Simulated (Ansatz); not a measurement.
# SiC (Moissanite 6H) (P6_3mc) in Ansatz: a series of runs

One crystal, SiC (Moissanite 6H), is run at these levels: SVWN5, PBE; tasks: band structure, single point, equation of state.

Program: Ansatz 0.2.0. These are calculated values, not measurements. Logs are shortened: lines on timing, memory, paths and dates and some standing lists are left out, and cuts for length are marked.

## 1. The crystal as given

Symmetry: P6_3mc, No. 186, hexagonal system. The conventional cell has a = 3.095 Å, b = 3.095 Å, c = 15.170 Å, α = 90.00°, β = 90.00°, γ = 120.00°. Si (site symmetry 3m) has 4 C at 1.90 Å as nearest neighbours. Si (site symmetry 3m) is surrounded by 4 C at 1.90 Å. Around Si (site symmetry 3m) lie 4 C at 1.90 Å. C (site symmetry 3m) is surrounded by 4 Si at 1.90 Å. C (site symmetry 3m) is surrounded by 4 Si at 1.90 Å. C (site symmetry 3m) has 4 Si at 1.90 Å as nearest neighbours.

## 2. Band structure, SVWN5

The input, input.yaml:

```yaml
crystal:
  lattice:
    - [3.095, 0.0, 0.0]
    - [-1.5475, 2.6803486247, 0.0]
    - [0.0, 0.0, 15.17]
  atoms:
    - { symbol: Si, position: [0.6666666667, 0.3333333333, 0.4583] }
    - { symbol: Si, position: [0.3333333333, 0.6666666667, 0.9583] }
    - { symbol: Si, position: [0.6666666667, 0.3333333333, 0.7917] }
    - { symbol: Si, position: [0.3333333333, 0.6666666667, 0.2917] }
    - { symbol: Si, position: [0.0, 0.0, 0.625] }
    - { symbol: Si, position: [0.0, 0.0, 0.125] }
    - { symbol: C, position: [0.6666666667, 0.3333333333, 0.3333] }
    - { symbol: C, position: [0.3333333333, 0.6666666667, 0.8333] }
    - { symbol: C, position: [0.6666666667, 0.3333333333, 0.6667] }
    - { symbol: C, position: [0.3333333333, 0.6666666667, 0.1667] }
    - { symbol: C, position: [0.0, 0.0, 0.5] }
    - { symbol: C, position: [0.0, 0.0, 0.0] }
hamiltonian:
  xc: { exchange: slater, correlation: vwn5 }
  pseudopotentials: { kind: paw }
kpoints:
  mp_grid: { grid: [10, 10, 2] }
  band_path:
    path:
      - [[0.0, 0.0, 0.0], [0.5, 0.0, 0.0], [0.3333333333, 0.3333333333, 0.0], [0.0, 0.0, 0.0], [0.0, 0.0, 0.5], [0.5, 0.0, 0.5], [0.3333333333, 0.3333333333, 0.5], [0.0, 0.0, 0.5]]
      - [[0.5, 0.0, 0.5], [0.5, 0.0, 0.0]]
      - [[0.3333333333, 0.3333333333, 0.0], [0.3333333333, 0.3333333333, 0.5]]
    npoints: 10
scf:
  occupations: { method: fermi_dirac, width: 0.05 }
  n_extra_bands: 30
output:
  forces: true
  stress: true
  eigenvalues: true
  fatbands: false
  write_density: true
  write_potential: true
  elf: true
  volumetric_format: npy
```

Potentials or basis: Ansatz PAW.

Command:

```console
> ansatz run input.yaml --threads 2 --pin off --max-ram 5120MiB --backend cpu --events-out ev --progress --plain --runs-dir out
```

Log:

```text
Warning: RAYON_NUM_THREADS=2 ignored (pool sized by the plan → 2); use --threads N
scf.n_extra_bands = 30 over 24 filled bands (N_el = 48.0): the run solves 54 bands
Engine: ansatz 0.2.0, aarch64-unknown-linux-gnu
Pseudopotentials: kind: paw
Pseudopotential: Si, paw, valence charge 4, recommended cutoff 420 eV (normal), Si.paw.azcp
Pseudopotential: C, paw, valence charge 4, recommended cutoff 420 eV (normal), C.paw.azcp
Functional definition: unnamed
  exchange = slater_x
  correlation = vwn5_c
Crystal: 12 atoms, lattice volume = 125.845 Å³
Basis set: ecut = 420 eV, 2451 PW (Γ)
Bands: 54, of which v1, the nominal top of the filled ones, is band 24 counted from 1 (23 counted from 0)
Symmetry: 12 space group operations
Space group: P63mc (ITA 186), of the structure as read, at distance tolerance 5.0e-5 Å
k-points: 28 of 200
Non-local potential: Si, projectors of the file, l = 0: 2, l = 1: 2, l = 2: 2
Non-local potential: C, projectors of the file, l = 0: 2, l = 1: 2, l = 2: 1
PAW form: soft (Blöchl's): semilocal exchange-correlation on the pseudo side does not see the compensation charge
PAW frozen core: Si, regenerated for the run's functional, and the local potential with it (the file was generated under x = pbe(κ = 0.804, μ = 0.2195149727645171), c = pbe(β = 0.06672455060314922))
PAW frozen core: C, regenerated for the run's functional, and the local potential with it (the file was generated under x = pbe(κ = 0.804, μ = 0.2195149727645171), c = pbe(β = 0.06672455060314922))
PAW one-centre angular grid: Si, 110 points (default); XC on 64 Gauss nodes
PAW one-centre angular grid: C, 110 points (default); XC on 64 Gauss nodes
Initial density: superposition of atomic densities (neutral atoms: chi_scale 0, normalization atom), corrected by the library's trained network
Initial wavefunctions: pseudopotential atomic-orbital guess
Functional: x = slater, c = vwn5
SCF iter   1: F=—  HF=-5114.225383 eV  |F-HF|=—  |Δ(HF+E_count)|=         —  Δρ=7.87e-3  dr2=8.39e-2  ethr=1.77e-3  ⟨swp⟩=5.2  Hψ=6842  notcnv=0  defer=353
preconditioner: auto → none  [insulator: Δε(μ)=1.903 eV  Ē_g=14.782 eV  σ=0.050 eV  W_gap=1.00  n_scr=10 (ndim 8)  ℏωp=22.9 eV  f_vac=0.000  D(μ)=0.00/eV (n_scr^D=0)  ε∞_Penn≈3.4]
SCF iter   2: F=—  HF=-5114.204267 eV  |F-HF|=—  |Δ(HF+E_count)|=   2.11e-2  Δρ=2.99e-3  dr2=9.63e-3  ethr=1.75e-4  ⟨swp⟩=1.0  Hψ=1777  notcnv=0  defer=523
SCF iter   3: F=—  HF=-5114.201294 eV  |F-HF|=—  |Δ(HF+E_count)|=   2.97e-3  Δρ=4.22e-4  dr2=1.44e-4  ethr=2.01e-5  ⟨swp⟩=2.4  Hψ=1483  notcnv=0  defer=523
SCF iter   4: F=—  HF=-5114.201265 eV  |F-HF|=—  |Δ(HF+E_count)|=   2.88e-5  Δρ=4.32e-5  dr2=4.19e-6  ethr=3.01e-7  ⟨swp⟩=2.3  Hψ=1493  notcnv=0  defer=523
SCF iter   5: F=—  HF=-5114.201269 eV  |F-HF|=—  |Δ(HF+E_count)|=   3.42e-6  Δρ=1.59e-5  dr2=3.23e-7  ethr=8.73e-9  ⟨swp⟩=2.0  Hψ=1355  notcnv=0  defer=523
SCF iter   6: F=-5114.201269 eV  HF=-5114.201269 eV  |F-HF|=6.75e-9  |Δ(HF+E_count)|=   6.26e-8  Δρ=2.83e-6  dr2=9.96e-9  ethr=2.08e-10  ⟨swp⟩=16.2  Hψ=11602  notcnv=0
SCF 1 converged in 6 iterations: F = -5114.201269 eV  dr2 = 9.96e-9
NSCF: frozen V_eff on 93 k-points
SCF converged after 6 iterations
Free energy (F): -5114.201269 eV
Harris-Foulkes:  -5114.201269 eV  (|F-HF|=6.75e-9)
Internal energy: -5114.201269 eV  (E = F + TS)
E sigma→0 (E₀):  -5114.201269 eV
Fermi energy:    10.101176 eV
--- Per-component energies (eV) ---
  E_band       = 155.502616
  E_kinetic    = 809.876612
  E_local      = -644.127297  (includes V_loc(G=0)·N_el)
  E_nonlocal   = 322.375313
  E_hartree    = 192.265882
  E_xc         = -627.024836
  E_vxc        = -654.691139  (∫ρ·V_xc dr)
  E_paw        = -3468.271743  (= ΣΔE_a)
  E_vpaw       = -62.464643  (= ΣTr[D̂ρ^β])
  E_aug_tail   = 0.000077  (compensation charges beyond the density's cutoff)
  E_ewald      = -1700.177298
  E_core_change = 0.882021  (= ΣΔE_core)
  E_smearing   = -0.000000  (= −TS)
  E_closure    = -0.000000  (closes the sum)
  Σ components = -5114.201269   (vs F -5114.201269, Δ=0.00e0)
--- Forces (eV/Å), atoms counted from 1 ---
  atom   1  Si    -0.00000000    -0.00000000     0.05109279
  atom   2  Si    -0.00000000     0.00000000     0.05109279
  atom   3  Si     0.00000000     0.00000000     0.02249423
  atom   4  Si     0.00000000    -0.00000000     0.02249423
  atom   5  Si     0.00000000     0.00000000     0.04875864
  atom   6  Si     0.00000000    -0.00000000     0.04875864
  atom   7  C      0.00000000     0.00000000    -0.01150987
  atom   8  C      0.00000000    -0.00000000    -0.01150987
  atom   9  C      0.00000000    -0.00000000     0.03288214
  atom  10  C      0.00000000     0.00000000     0.03288214
  atom  11  C      0.00000000     0.00000000    -0.14376122
  atom  12  C     -0.00000000    -0.00000000    -0.14376122
  max |Σ_I F_I| component: 8.66e-5 eV/Å
--- Stress (GPa, compression-positive) ---
       -7.682999       0.000000       0.000000
        0.000000      -7.682999      -0.000000
        0.000000      -0.000000      -6.897551
  P = ⅓ Tr σ = -7.4212 GPa (-74.212 kbar)
--- Band table (eV; the first three rows and the last of 28) ---
  k-point 0: bands = ["-6.1504", "-5.6352", "-5.5925", "-4.1065", "-4.0758", "-2.5731", "0.5810", "2.9359", "2.9674", "6.7208", "6.7357", "7.9665", "7.9665", "8.1525", "8.1525", "8.2627", "8.2627", "8.7276", "8.7276", "8.8170", "8.8170", "9.0713", "9.1170", "9.1170", "14.1080", "14.2795", "14.6845", "15.2017", "15.2890", "15.5956", "15.8482", "15.8482", "16.0781", "16.0781", "16.2906", "16.3808", "16.3808", "16.5465", "16.5465", "16.8760", "16.8760", "17.0172", "17.2109", "17.2788", "17.2788", "18.5390", "19.1960", "19.3666", "21.3294", "21.3294", "21.8086", "21.8086", "22.9065", "23.1657"]
  k-point 1: bands = ["-6.0156", "-6.0156", "-4.9599", "-4.9599", "-3.1275", "-3.1275", "1.3523", "1.3523", "4.8233", "4.8233", "8.0254", "8.0254", "8.0254", "8.0254", "8.3543", "8.3543", "8.4755", "8.4755", "8.4755", "8.4755", "9.0209", "9.0209", "9.0209", "9.0209", "14.1748", "14.1748", "14.9175", "14.9175", "15.6206", "15.6206", "15.9427", "15.9427", "15.9427", "15.9427", "16.3023", "16.3023", "16.4700", "16.4700", "16.4700", "16.4700", "17.0836", "17.0836", "17.0836", "17.0836", "18.0879", "18.0879", "19.2943", "19.2943", "21.6951", "21.6951", "21.6951", "21.6951", "22.8103", "22.8103"]
  k-point 2: bands = ["-5.9783", "-5.4655", "-5.4223", "-3.9450", "-3.9139", "-2.4275", "0.7373", "3.0463", "3.0773", "6.6261", "6.6579", "7.0342", "7.3424", "7.4391", "7.6418", "7.8968", "7.9757", "8.1137", "8.2008", "8.5081", "8.5905", "8.6582", "8.9606", "9.0437", "14.3998", "14.6280", "14.8041", "15.3021", "15.4421", "15.5517", "15.7872", "15.9088", "16.1263", "16.1972", "16.3282", "16.3631", "16.5399", "16.5933", "16.8437", "16.9778", "17.0749", "17.1650", "17.3002", "17.7397", "17.8480", "18.7396", "19.0045", "19.7943", "20.2433", "20.5461", "21.2561", "21.9464", "21.9791", "22.4880"]
  k-point 27: bands = ["-2.0469", "-2.0469", "-1.5498", "-1.5498", "-1.2127", "-1.2127", "1.6299", "1.6299", "1.9425", "1.9425", "2.3381", "2.3381", "3.4429", "3.4429", "4.0886", "4.0886", "4.5651", "4.5651", "5.7860", "5.7860", "6.7042", "6.7042", "6.9385", "6.9385", "12.7185", "12.7185", "13.3150", "13.3150", "14.7082", "14.7082", "16.1604", "16.1604", "17.3533", "17.3533", "17.9326", "17.9326", "18.7909", "18.7909", "19.0215", "19.0215", "19.3080", "19.3080", "19.6831", "19.6831", "20.0633", "20.0633", "20.6404", "20.6404", "21.7426", "21.7426", "21.9938", "21.9938", "22.5661", "22.5661"]
```

It took 24 s on 2 threads of Arm Neoverse V2, shared host; peak memory 0.6 GiB.

Results:

```yaml
Free_energy: -5114.2013 eV
Pressure: -7.4 GPa
Largest_force: 0.144 eV/Å
Band_gap_on_the_k_mesh: 1.98 eV, indirect (least direct gap 3.07 eV)
Band_gap_along_the_path: 1.97 eV, indirect (least direct gap 3.07 eV)
```

Forces on the atoms (eV/Å):
```
Si   0.000  0.000  0.051
Si   0.000  0.000  0.051
Si   0.000  0.000  0.022
Si   0.000  0.000  0.022
Si   0.000  0.000  0.049
Si   0.000  0.000  0.049
C    0.000  0.000 -0.012
C    0.000  0.000 -0.012
C    0.000  0.000  0.033
C    0.000  0.000  0.033
C    0.000  0.000 -0.144
C    0.000  0.000 -0.144
```

Levels at the corners of the path, in eV from the valence-band top:
```
point  band 20  band 21  band 22  band 23  band 24  band 25  band 26  band 27  band 28  band 29
    Γ    -0.30    -0.30    -0.05     0.00     0.00     4.99     5.16     5.57     6.08     6.17
    M    -2.25    -1.81    -1.77    -1.67    -1.10     1.98     2.15     3.11     3.80     4.47
    K    -3.35    -3.15    -2.21    -2.06    -2.06     3.39     3.39     3.68     4.97     6.09
    Γ    -0.30    -0.30    -0.05     0.00     0.00     4.99     5.16     5.57     6.08     6.17
    A    -0.64    -0.10    -0.10    -0.10    -0.10     5.06     5.06     5.80     5.80     6.50
    L    -2.34    -1.72    -1.72    -1.30    -1.30     2.01     2.01     3.33     3.33     4.66
    H    -3.03    -2.63    -2.63    -2.25    -2.25     3.57     3.57     4.25     4.25     5.36
    A    -0.64    -0.10    -0.10    -0.10    -0.10     5.06     5.06     5.80     5.80     6.50
    L    -2.34    -1.72    -1.72    -1.30    -1.30     2.01     2.01     3.33     3.33     4.66
    M    -2.25    -1.81    -1.77    -1.67    -1.10     1.98     2.15     3.11     3.80     4.47
    K    -3.35    -3.15    -2.21    -2.06    -2.06     3.39     3.39     3.68     4.97     6.09
    H    -3.03    -2.63    -2.63    -2.25    -2.25     3.57     3.57     4.25     4.25     5.36
```

Caveat: the pressure holds a Pulay correction of +0.4 GPa for the finite cutoff; the PAW data sets come from PBE, with cores solved anew for the run's functional, which leaves a small shift of forces and pressure.

## 3. Single point, PBE, 9.86 Å³/atom (volume scaled by 0.94)

The input, input.yaml:

```yaml
crystal:
  lattice:
    - [3.0318190065, 0.0, 0.0]
    - [-1.5159095032, 2.6256322793, 0.0]
    - [0.0, 0.0, 14.8603212692]
  atoms:
    - { symbol: Si, position: [0.6666666667, 0.3333333333, 0.4583] }
    - { symbol: Si, position: [0.3333333333, 0.6666666667, 0.9583] }
    - { symbol: Si, position: [0.6666666667, 0.3333333333, 0.7917] }
    - { symbol: Si, position: [0.3333333333, 0.6666666667, 0.2917] }
    - { symbol: Si, position: [0.0, 0.0, 0.625] }
    - { symbol: Si, position: [0.0, 0.0, 0.125] }
    - { symbol: C, position: [0.6666666667, 0.3333333333, 0.3333] }
    - { symbol: C, position: [0.3333333333, 0.6666666667, 0.8333] }
    - { symbol: C, position: [0.6666666667, 0.3333333333, 0.6667] }
    - { symbol: C, position: [0.3333333333, 0.6666666667, 0.1667] }
    - { symbol: C, position: [0.0, 0.0, 0.5] }
    - { symbol: C, position: [0.0, 0.0, 0.0] }
hamiltonian:
  xc: pbe
  pseudopotentials: { kind: nc }
kpoints:
  mp_grid: { grid: [10, 10, 2] }
scf:
  occupations: { method: fermi_dirac, width: 0.05 }
output:
  forces: true
  stress: true
  eigenvalues: true
```

Potentials or basis: Ansatz NC.

Command:

```console
> ansatz run input.yaml --threads 2 --pin off --max-ram 5120MiB --backend cpu --events-out ev --progress --plain --runs-dir out
```

It took 19 s on 2 threads of Arm Neoverse V2, shared host; peak memory 0.65 GiB.

It converged, with:

- Free energy: -1677.0139 eV
- Pressure: 15.3 GPa
- Largest force: 0.152 eV/Å
- Band gap on the k mesh: 2.00 eV, indirect (least direct gap 3.11 eV)

## 4. Single point, PBE, 10.07 Å³/atom (volume scaled by 0.96)

input.yaml, as its differences from that of step 3:

```diff
@@ -2,5 +2,5 @@
   lattice:
-    - [3.0318190065, 0.0, 0.0]
-    - [-1.5159095032, 2.6256322793, 0.0]
-    - [0.0, 0.0, 14.8603212692]
+    - [3.053170548, 0.0, 0.0]
+    - [-1.526585274, 2.6441232567, 0.0]
+    - [0.0, 0.0, 14.964974867]
   atoms:
```

Command:

```console
> ansatz run input.yaml --threads 2 --pin off --max-ram 5120MiB --backend cpu --events-out ev --progress --plain --runs-dir out
```

Run time: 18 s. Hardware: 2 threads of Arm Neoverse V2, shared host; peak memory 0.67 GiB.

Results (log left out):

```
Free energy            : -1677.2108 eV
Pressure               : 9.8 GPa
Largest force          : 0.148 eV/Å
Band gap on the k mesh : 2.00 eV, indirect (least direct gap 3.11 eV)
```

## 5. Single point, PBE, 10.28 Å³/atom (volume scaled by 0.98)

input.yaml, as its differences from that of step 4:

```diff
@@ -2,5 +2,5 @@
   lattice:
-    - [3.053170548, 0.0, 0.0]
-    - [-1.526585274, 2.6441232567, 0.0]
-    - [0.0, 0.0, 14.964974867]
+    - [3.074227562, 0.0, 0.0]
+    - [-1.537113781, 2.6623591657, 0.0]
+    - [0.0, 0.0, 15.0681848517]
   atoms:
```

Command:

```console
> ansatz run input.yaml --threads 2 --pin off --max-ram 5120MiB --backend cpu --events-out ev --progress --plain --runs-dir out
```

Run time: 21 s. Hardware: 2 threads of Arm Neoverse V2, shared host; peak memory 0.68 GiB.

It converged, with:

```yaml
Free_energy: -1677.3259 eV
Pressure: 4.9 GPa
Largest_force: 0.144 eV/Å
Band_gap_on_the_k_mesh: 2.01 eV, indirect (least direct gap 3.11 eV)
```

## 6. Single point, PBE, 10.49 Å³/atom

input.yaml, as its differences from that of step 5:

```diff
@@ -2,5 +2,5 @@
   lattice:
-    - [3.074227562, 0.0, 0.0]
-    - [-1.537113781, 2.6623591657, 0.0]
-    - [0.0, 0.0, 15.0681848517]
+    - [3.095, 0.0, 0.0]
+    - [-1.5475, 2.6803486247, 0.0]
+    - [0.0, 0.0, 15.17]
   atoms:
```

Potentials or basis: Ansatz NC.

Command:

```console
> ansatz run input.yaml --threads 2 --pin off --max-ram 5120MiB --backend cpu --events-out ev --progress --plain --runs-dir out
```

It took 21 s on 2 threads of Arm Neoverse V2, shared host; peak memory 0.69 GiB.

Results (log left out):

```yaml
Free_energy: -1677.3670 eV
Pressure: 0.4 GPa
Largest_force: 0.141 eV/Å
Band_gap_on_the_k_mesh: 2.02 eV, indirect (least direct gap 3.11 eV)
```

## 7. Single point, PBE, 10.70 Å³/atom (volume scaled by 1.02)

input.yaml, as its differences from that of step 6:

```diff
@@ -2,5 +2,5 @@
   lattice:
-    - [3.095, 0.0, 0.0]
-    - [-1.5475, 2.6803486247, 0.0]
-    - [0.0, 0.0, 15.17]
+    - [3.1154972861, 0.0, 0.0]
+    - [-1.557748643, 2.6980997952, 0.0]
+    - [0.0, 0.0, 15.270466504]
   atoms:
```

Command:

```console
> ansatz run input.yaml --threads 2 --pin off --max-ram 5120MiB --backend cpu --events-out ev --progress --plain --runs-dir out
```

It took 21 s on 2 threads of Arm Neoverse V2, shared host; peak memory 0.69 GiB.

It converged, with:

```
Free energy            : -1677.3408 eV
Pressure               : -3.7 GPa
Largest force          : 0.138 eV/Å
Band gap on the k mesh : 2.02 eV, indirect (least direct gap 3.11 eV)
```

## 8. Single point, PBE, 10.91 Å³/atom (volume scaled by 1.04)

input.yaml, as its differences from that of step 7:

```diff
@@ -2,5 +2,5 @@
   lattice:
-    - [3.1154972861, 0.0, 0.0]
-    - [-1.557748643, 2.6980997952, 0.0]
-    - [0.0, 0.0, 15.270466504]
+    - [3.1357283548, 0.0, 0.0]
+    - [-1.5678641774, 2.7156204146, 0.0]
+    - [0.0, 0.0, 15.369628156]
   atoms:
```

Command:

```console
> ansatz run input.yaml --threads 2 --pin off --max-ram 5120MiB --backend cpu --events-out ev --progress --plain --runs-dir out
```

It took 22 s on 2 threads of Arm Neoverse V2, shared host; peak memory 0.7 GiB.

Results (log left out):

```yaml
Free_energy: -1677.2538 eV
Pressure: -7.4 GPa
Largest_force: 0.135 eV/Å
Band_gap_on_the_k_mesh: 2.02 eV, indirect (least direct gap 3.11 eV)
```

## 9. Single point, PBE, 11.12 Å³/atom (volume scaled by 1.06)

input.yaml, as its differences from that of step 8:

```diff
@@ -2,5 +2,5 @@
   lattice:
-    - [3.1357283548, 0.0, 0.0]
-    - [-1.5678641774, 2.7156204146, 0.0]
-    - [0.0, 0.0, 15.369628156]
+    - [3.1557016854, 0.0, 0.0]
+    - [-1.5778508427, 2.7329178263, 0.0]
+    - [0.0, 0.0, 15.4675265161]
   atoms:
```

Potentials or basis: Ansatz NC.

Command:

```console
> ansatz run input.yaml --threads 2 --pin off --max-ram 5120MiB --backend cpu --events-out ev --progress --plain --runs-dir out
```

Run time: 22 s. Hardware: 2 threads of Arm Neoverse V2, shared host; peak memory 0.71 GiB.

Results (log left out):

| Property | Result |
| --- | --- |
| Free energy | -1677.1117 eV |
| Pressure | -10.7 GPa |
| Largest force | 0.132 eV/Å |
| Band gap on the k mesh | 2.03 eV, indirect (least direct gap 3.11 eV) |

## 10. Equation of state, PBE

This step only gathers the single runs of the series.

What came out:

* Equilibrium volume: 10.51 Å³/atom
* Bulk modulus at fixed shape and positions: 212 GPa
* Pressure derivative of the bulk modulus: 3.9

Energy against volume, from the lowest point:
| volume (Å³/atom) | energy (meV/atom) |
| --- | --- |
| 9.858 | 29.42 |
| 10.068 | 13.01 |
| 10.277 | 3.42 |
| 10.487 | 0.00 |
| 10.697 | 2.18 |
| 10.907 | 9.43 |
| 11.116 | 21.27 |

Caveat: the cell was scaled at fixed shape and fractional positions, which overstates the stiffness of a crystal with free parameters, most of all of layers and chains.
